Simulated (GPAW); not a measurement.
# HfO2 (Fm-3m) in GPAW: notebook

Runs on HfO2. Level: PBE. Tasks: single point.

Program: GPAW 26.7.0. These are calculated values, not measurements. Logs are shortened: lines on timing, memory, paths and dates and some standing lists are left out, and cuts for length are marked. The log counts tension as positive stress, the text compression.

### 1 Starting point

Symmetry: Fm-3m, No. 225, cubic system. The conventional cell has a = 5.115 Å, b = 5.115 Å, c = 5.115 Å, α = 90.00°, β = 90.00°, γ = 90.00°. Hf (site symmetry m-3m) has 8 O at 2.21 Å as nearest neighbours. O (site symmetry -43m) is surrounded by 4 Hf at 2.21 Å.

Measurements of this composition are mostly on another form, of space group No. 14.

### 2 Single point, PBE

run.py reads:

```python
from ase.dft.bandgap import bandgap
from ase.io import read, write
from ase.units import GPa
from gpaw import GPAW, PW

atoms = read('POSCAR')

calc = GPAW(mode=PW(650),
            xc='PBE',
            kpts={'size': (7, 7, 7), 'gamma': True},
            occupations={'name': 'fermi-dirac', 'width': 0.05},
            nbands=24,
            maxiter=120,
            txt='gpaw.txt')
atoms.calc = calc
energy = atoms.get_potential_energy()
forces = atoms.get_forces()
stress = atoms.get_stress()
calc.write('gs.gpw')
write('result.traj', atoms)
print(f'Energy: {energy:.6f} eV')
print('Forces (eV/A):')
print(forces.round(4))
print('Stress (GPa):', (stress / GPa).round(3))
print('Fermi level:', round(calc.get_fermi_level(), 4), 'eV')
print(f'Gap: {bandgap(calc)[0]:.4f} eV, direct: {bandgap(calc, direct=True)[0]:.4f} eV')
```

POSCAR reads:

```
HfO2
1.0
    0.0000000000      2.5575000000      2.5575000000
    2.5575000000      0.0000000000      2.5575000000
    2.5575000000      2.5575000000      0.0000000000
Hf O
1 2
Direct
    0.0000000000      0.0000000000      0.0000000000
    0.7500000000      0.7500000000      0.7500000000
    0.2500000000      0.2500000000      0.2500000000
```

Potentials or basis: GPAW PAW data sets (gpaw-data 1.2.1), pw.

Command:

```sh
$ OMP_NUM_THREADS=1 python run.py
```

gpaw.txt:

```text
__  _  _
 | _ |_)|_||  |
 |__||  | ||/\| - 26.7.0

Input parameters:
  mode=PW(ecut=650.0),
  kpts=MonkhorstPack(size=(7, 7, 7), gamma=True),
  maxiter=120,
  nbands=24,
  occupations=Occupations(name='fermi-dirac', width=0.05),
  xc=XC(name='PBE')

Diagonalizing LCAO Hamiltonian
Converting LCAO to pw mode

                   O

           O

       Hf

Atoms  # Å, Bohr magnetons
|   | symbol |        x |        y |        z |    initial magnetic moments |
|---|--------|----------|----------|----------|-----------------------------|
| 0 |     Hf | 0.000000 | 0.000000 | 0.000000 | ( 0.0000,  0.0000,  0.0000) |
| 1 |      O | 3.836250 | 3.836250 | 3.836250 | ( 0.0000,  0.0000,  0.0000) |
| 2 |      O | 1.278750 | 1.278750 | 1.278750 | ( 0.0000,  0.0000,  0.0000) |

Unit cell  # Å
| periodic |        x |        y |        z |  lengths |    angles |
|----------|----------|----------|----------|----------|-----------|
|      yes | 0.000000 | 2.557500 | 2.557500 | 3.616851 | 60.000000 |
|      yes | 2.557500 | 0.000000 | 2.557500 | 3.616851 | 60.000000 |
|      yes | 2.557500 | 2.557500 | 0.000000 | 3.616851 | 60.000000 |

Number of symmetries: 48
Symmetry operations  # r_c * U_cc + t_c -> r_c
|    | kind |            matrix            |
|----|------|------------------------------|
|  0 |  σ   |  1, 0, 0,  1, 0,-1,  1,-1, 0 |
|  1 |  C2  |  1, 0, 0,  1,-1, 0,  1, 0,-1 |
|  2 |  E   |  1, 0, 0,  0, 1, 0,  0, 0, 1 |
|  3 |  σ   |  1, 0, 0,  0, 0, 1,  0, 1, 0 |
|  4 |  C4  |  1, 0,-1,  1, 0, 0,  1,-1, 0 |
|  5 |  S6  |  1, 0,-1,  1,-1, 0,  1, 0, 0 |
|  6 |  σ   |  1, 0,-1,  0, 1,-1,  0, 0,-1 |
|  7 |  C3  |  1, 0,-1,  0, 0,-1,  0, 1,-1 |
|  8 |  S6  |  1,-1, 0,  1, 0, 0,  1, 0,-1 |
|  9 |  C4  |  1,-1, 0,  1, 0,-1,  1, 0, 0 |
| 10 |  C3  |  1,-1, 0,  0,-1, 1,  0,-1, 0 |
| 11 |  σ   |  1,-1, 0,  0,-1, 0,  0,-1, 1 |
| 12 |  σ   |  0, 1, 0,  1, 0, 0,  0, 0, 1 |
| 13 |  C4  |  0, 1, 0,  0, 1,-1, -1, 1, 0 |
| 14 |  C3  |  0, 1, 0,  0, 0, 1,  1, 0, 0 |
| 15 |  S6  |  0, 1, 0, -1, 1, 0,  0, 1,-1 |
| 16 |  C2  |  0, 1,-1,  1, 0,-1,  0, 0,-1 |
| 17 |  σ   |  0, 1,-1,  0, 1, 0, -1, 1, 0 |
| 18 |  S4  |  0, 1,-1,  0, 0,-1,  1, 0,-1 |
| 19 |  C4  |  0, 1,-1, -1, 1, 0,  0, 1, 0 |
| 20 |  C3  |  0, 0, 1,  1, 0, 0,  0, 1, 0 |
| 21 |  σ   |  0, 0, 1,  0, 1, 0,  1, 0, 0 |
| 22 |  S6  |  0, 0, 1,  0,-1, 1, -1, 0, 1 |
| 23 |  C4  |  0, 0, 1, -1, 0, 1,  0,-1, 1 |
| 24 |  S4  |  0, 0,-1,  1, 0,-1,  0, 1,-1 |
| 25 |  C3  |  0, 0,-1,  0, 1,-1,  1, 0,-1 |
| 26 |  C2  |  0, 0,-1,  0,-1, 0, -1, 0, 0 |
| 27 |  S6  |  0, 0,-1, -1, 0, 0,  0,-1, 0 |
| 28 |  S4  |  0,-1, 1,  1,-1, 0,  0,-1, 0 |
| 29 |  C4  |  0,-1, 1,  0, 0, 1, -1, 0, 1 |
| 30 |  C2  |  0,-1, 1,  0,-1, 0,  1,-1, 0 |
| 31 |  σ   |  0,-1, 1, -1, 0, 1,  0, 0, 1 |
| 32 |  C3  |  0,-1, 0,  1,-1, 0,  0,-1, 1 |
| 33 |  S6  |  0,-1, 0,  0, 0,-1, -1, 0, 0 |
| 34 |  S4  |  0,-1, 0,  0,-1, 1,  1,-1, 0 |
| 35 |  C2  |  0,-1, 0, -1, 0, 0,  0, 0,-1 |
| 36 |  C2  | -1, 1, 0,  0, 1, 0,  0, 1,-1 |
| 37 |  S6  | -1, 1, 0,  0, 1,-1,  0, 1, 0 |
| 38 |  S4  | -1, 1, 0, -1, 0, 1, -1, 0, 0 |
| 39 |  C3  | -1, 1, 0, -1, 0, 0, -1, 0, 1 |
| 40 |  S6  | -1, 0, 1,  0, 0, 1,  0,-1, 1 |
| 41 |  C2  | -1, 0, 1,  0,-1, 1,  0, 0, 1 |
| 42 |  C3  | -1, 0, 1, -1, 1, 0, -1, 0, 0 |
| 43 |  S4  | -1, 0, 1, -1, 0, 0, -1, 1, 0 |
| 44 |  C2  | -1, 0, 0,  0, 0,-1,  0,-1, 0 |
| 45 |  i   | -1, 0, 0,  0,-1, 0,  0, 0,-1 |
| 46 |  σ   | -1, 0, 0, -1, 1, 0, -1, 0, 1 |
| 47 |  C2  | -1, 0, 0, -1, 0, 1, -1, 1, 0 |

BZ-sampling:
  Number of BZ points: 343
  Number of IBZ points: 20

  Monkhorst-Pack size: [7, 7, 7]
  Monkhorst-Pack shift: [0, 0, 0]

K-points  # in reciprocal-cell coordinates
|     |                                coordinates |     weight |
|-----|--------------------------------------------|------------|
|   0 | (  0.00000000,   0.00000000,   0.00000000) | 0.00291545 |
|   1 | (  0.14285714,   0.14285714,   0.00000000) | 0.01749271 |
|   2 | (  0.14285714,   0.14285714,   0.14285714) | 0.02332362 |
|   3 | (  0.28571429,   0.14285714,   0.14285714) | 0.03498542 |
|   4 | (  0.28571429,   0.28571429,   0.00000000) | 0.01749271 |
|   5 | (  0.28571429,   0.28571429,   0.14285714) | 0.06997085 |
|   6 | (  0.28571429,   0.28571429,   0.28571429) | 0.02332362 |
|   7 | (  0.42857143,  -0.28571429,  -0.28571429) | 0.03498542 |
|   8 | (  0.42857143,   0.28571429,  -0.42857143) | 0.13994169 |
|   9 | (  0.42857143,   0.28571429,  -0.28571429) | 0.06997085 |
| ... |                                            |            |
|  19 | (  0.42857143,   0.42857143,   0.42857143) | 0.02332362 |

Plane wave coefficients: 1275
Cutoff: 650.0 eV

Spin-components: 1 (collinear spins)
Bands:           24
Projectors:      16
Spin-degeneracy: 2
Datatype:        complex128

Parallelization:
  kpt:    1
  domain: 1
  band:   1

Density:
  Valence electrons: 24.0
  Components: 1
  Grid points: [24 24 24]
  Charge: 0.0  # |e|

Potential:
  Grid points: [24 24 24]

species:
  Hf:
    name:    Hafnium
    Z:       72.0
    valence: 12
    core:    60
    charge:  0.0  # [|e|]
    compensation charges:
      type: gauss
      rc: 0.41  # [Å]
      lmax: 2
    cutoffs:
      filter: 2.36  # [Å]
      core: 4.02  # [Å]
    projectors
    | kind |    occ | energy [eV] | rcut [Å] |
    |------|--------|-------------|----------|
    |   5s |  2.000 |     -66.831 |    1.397 |
    |   6s |  2.000 |      -5.097 |    1.397 |
    |   5p |  6.000 |     -35.599 |    1.307 |
    |   6p |  0.000 |      -1.401 |    1.307 |
    |   5d |  2.000 |      -2.699 |    1.334 |
    |    d |        |      24.513 |    1.334 |

    Using partial waves for Hf as LCAO basis

  O:
    name:    Oxygen
    Z:       8.0
    valence: 6
    core:    2
    charge:  0.0  # [|e|]
    compensation charges:
      type: gauss
      rc: 0.21  # [Å]
      lmax: 2
    cutoffs:
      filter: 1.17  # [Å]
      core: 0.83  # [Å]
    projectors
    | kind |    occ | energy [eV] | rcut [Å] |
    |------|--------|-------------|----------|
    |   2s |  2.000 |     -23.961 |    0.688 |
    |   2p |  4.000 |      -9.029 |    0.598 |
    |    s |        |       3.251 |    0.688 |
    |    p |        |      18.182 |    0.598 |
    |    d |        |       0.000 |    0.619 |

    Using partial waves for O as LCAO basis

Reference energy: -413967.819878  # eV

eigensolver:
  PPCG
  Converge bands: occupied
  niter=2

density mixing:
  MSR1-Mixer
  Pratt-step length: 0.05
  Maximum mixing coefficient: 0.75
  Old densities: 10
  SVD Regularization: 0.005
  Good broyden scale: 1.0
  Trust region scale: 1.0
  Backstep threshold: 4.0
  History deletion threshold: 6.0
  Fourier metric: weight=20.0, sigma=0.015

occupation numbers:
  Fermi-Dirac:
    width: 0.0500  # eV

poisson solver:
  ecut: 5200.0  # eV

xc functional:
  name: PBE with 2 nearest neighbor stencil

convergence criteria:
- Maximum [total energy] change in last 3 cyles: 0.0005 eV / valence electron
- Maximum integral of absolute [dens]ity change: 0.0001 electrons / valence electron
- Maximum integral of absolute [eigenst]ate change: 4e-08 eV^2 / valence electron
maximum number of iterations: 120

SCF iterations
|iter     | |      energy | eigst |  dens |
|---------|-|-------------|-------|-------|
|iter:   1| |  -32.143597 | -0.10 |       |
|iter:   2| |  -31.006478 | -2.22 | -0.80 |
|iter:   3| |  -28.052206 | -1.16 | -0.86 |
|iter:   4| |  -28.045207 | -2.59 | -1.45 |
|iter:   5| |  -28.055259c| -3.13 | -1.71 |
|iter:   6| |  -28.054819c| -4.95 | -2.77 |
|iter:   7| |  -28.054854c| -5.80 | -3.28 |
|iter:   8| |  -28.054858c| -7.06 | -3.76 |
|iter:   9| |  -28.054858c| -8.51c| -4.59c|

Converged in 9 steps
Energy contributions relative to reference atoms: (reference = -413967.819878)

Energy contributions:
  Kinetic:          19.190901
  Coulomb:         -23.385935
  Zero:              0.204628
  External:          0.000000
  Xc:              -24.064452
  Entropy:          -0.000000
  Spinorbit:         0.000000
  ----------------------------
  Free energy:     -28.054858
  Extrapolated:    -28.054858

dipole moment: (-18.642542, -18.642542, -18.642542)  # |e|*Ang

Fermi level: 9.112
Eigenvalues  # (at kpt = [0.000, 0.000, 0.000])
| band index |      eig [eV] | occ [0-2] |
|------------|---------------|-----------|
|          0 |       -53.060 |     2.000 |
|        ... |               |           |
|          4 |       -10.428 |     2.000 |
|          5 |        -7.527 |     2.000 |
|          6 |         2.923 |     2.000 |
|          7 |         2.923 |     2.000 |
|          8 |         2.923 |     2.000 |
|          9 |         7.521 |     2.000 |
[... 8 lines left out ...]
|         18 |        22.101 |     0.000 |
|         19 |        22.101 |     0.000 |
|        ... |               |           |
|         23 |        32.568 |     0.000 |

Gap: 3.891 eV
Transition (v -> c):
  (s=0, k=15, n=11, [0.43, 0.43, -0.14]) -> (s=0, k=0, n=12, [0.00, 0.00, 0.00])
Direct/indirect transitions are different
Direct gap: 4.072 eV
Transition at: (s=0, k=15, n=11, [0.43, 0.43, -0.14])

Forces  # eV/Ang
|        x |       y |       z |
|----------|---------|---------|
| -0.00000 | 0.00000 | 0.00000 |  # Hf   0
| -0.00000 | 0.00000 | 0.00000 |  # O    1
|  0.00000 | 0.00000 | 0.00000 |  # O    2

Stress tensor  # eV/Ang^3
|        x |        y |        z |
|----------|----------|----------|
| 0.033236 | 0.000000 | 0.000000 |
| 0.000000 | 0.033236 | 0.000000 |
| 0.000000 | 0.000000 | 0.033236 |

# Writing to gs.gpw (mode='')
```

Wall time 14 s (1 thread of Arm Neoverse V2, shared host); peak memory 0.16 GiB.

Results:

```
Free energy            : -28.0549 eV
Pressure               : -5.3 GPa
Band gap on the k mesh : 3.89 eV, indirect (least direct gap 4.07 eV)
```

Caveat: the cutoff is short for stress and forces, so pressures can be off by a GPa or more; spin-orbit coupling is left out, which moves the levels of the heavy elements; an odd mesh through Γ misses points on the zone boundary, where band edges often lie.

### 3 Single point, PBE

Changes to run.py since step 2:

```diff
@@ -1,3 +1,4 @@
+from ase import Atoms
 from ase.dft.bandgap import bandgap
-from ase.io import read, write
+from ase.io import write
 from ase.units import GPa
@@ -5,5 +6,12 @@
 
-atoms = read('POSCAR')
+atoms = Atoms(['Hf', 'O', 'O'],
+              cell=[[0.0, 2.5575, 2.5575],
+                    [2.5575, 0.0, 2.5575],
+                    [2.5575, 2.5575, 0.0]],
+              scaled_positions=[[0.0, 0.0, 0.0],
+                                [0.75, 0.75, 0.75],
+                                [0.25, 0.25, 0.25]],
+              pbc=True)
 
-calc = GPAW(mode=PW(650),
+calc = GPAW(mode=PW(600),
             xc='PBE',
```

Potentials or basis: GPAW PAW data sets (gpaw-data 1.2.1), pw.

Command:

```sh
$ OMP_NUM_THREADS=1 python run.py
```

Wall time 13 s (1 thread of Arm Neoverse V2, shared host); peak memory 0.15 GiB.

Results (log left out):

```yaml
Free_energy: -27.9541 eV
Pressure: -8.3 GPa
Band_gap_on_the_k_mesh: 3.89 eV, indirect (least direct gap 4.07 eV)
```

Levels at points of the mesh, in eV from the valence-band top:
| k point | band 8 | band 9 | band 10 | band 11 | band 12 | band 13 | band 14 | band 15 | band 16 | band 17 |
| --- | --- | --- | --- | --- | --- | --- | --- | --- | --- | --- |
| (0.00, 0.00, 0.00) | -5.11 | -5.11 | -0.52 | -0.52 | -0.52 | 3.89 | 3.89 | 5.73 | 10.14 | 10.14 |

Caveat: the cutoff is short for stress and forces, so pressures can be off by a GPa or more; spin-orbit coupling is left out, which moves the levels of the heavy elements; an odd mesh through Γ misses points on the zone boundary, where band edges often lie. Expect the measured gap to be larger: semilocal functionals such as PBE lack the derivative discontinuity.
